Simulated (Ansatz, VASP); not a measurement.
# LiH in VASP and in Ansatz

The input POSCAR:

```
LiH
1.0
    0.0000000000      1.9621059471      1.9621059471
    1.9621059471      0.0000000000      1.9621059471
    1.9621059471      1.9621059471      0.0000000000
Li H
1 1
Direct
    0.0000000000      0.0000000000      0.0000000000
    0.5000000000      0.5000000000      0.5000000000
```

Contents of INCAR.step1:

```
SYSTEM = LiH
PREC = Accurate
ENCUT = 520
ISMEAR = 0
SIGMA = 0.01
LREAL = .FALSE.
LASPH = .TRUE.
NELM = 60
NBANDS = 9
GGA = PE
ALGO = Normal
EDIFF = 1E-4
LWAVE = .TRUE.
LCHARG = .FALSE.
```

INCAR.step2

```
SYSTEM = LiH
PREC = Accurate
ENCUT = 520
EDIFF = 1E-6
ISMEAR = 0
SIGMA = 0.01
LREAL = .FALSE.
LASPH = .TRUE.
NELM = 60
ALGO = Normal
ISIF = 2
LWAVE = .FALSE.
LCHARG = .FALSE.
METAGGA = R2SCAN
LMIXTAU = .TRUE.
NBANDS = 9
ISTART = 1
```

The input KPOINTS:

```
Automatic mesh
0
G
  10 10 10
  0 0 0
```

Input for Ansatz:

```yaml
crystal:
  lattice:
    - [0.0, 1.9621059471, 1.9621059471]
    - [1.9621059471, 0.0, 1.9621059471]
    - [1.9621059471, 1.9621059471, 0.0]
  atoms:
    - { symbol: Li, position: [0.0, 0.0, 0.0] }
    - { symbol: H, position: [0.5, 0.5, 0.5] }
kpoints:
  mp_grid: { grid: [10, 10, 10] }
hamiltonian:
  xc: r2scan
scf:
  occupations: { method: fixed }
  n_extra_bands: 4
output:
  forces: true
  stress: true
  eigenvalues: true
```

Alike in both runs: task single point; functional r2SCAN; k mesh 10 × 10 × 10; no spin polarisation.

```csv
,VASP,Ansatz
version,VASP 6.6.1,Ansatz 0.2.0
potentials or method,"VASP PAW PBE potentials, release 64 (Li_sv, H)","plane waves, PAW"
plane-wave cutoff (eV),520,500
occupations,"gaussian, width 0.01 eV",fixed
valence electrons in the cell,4,4
```

```tsv
	VASP	Ansatz	Ansatz less VASP
gap on the k mesh at the Fermi level (eV)	3.54	3.59	+0.048
```

 A k mesh can miss the band edges. r2SCAN opens gaps a little over a GGA but as a rule still falls short of measured ones.
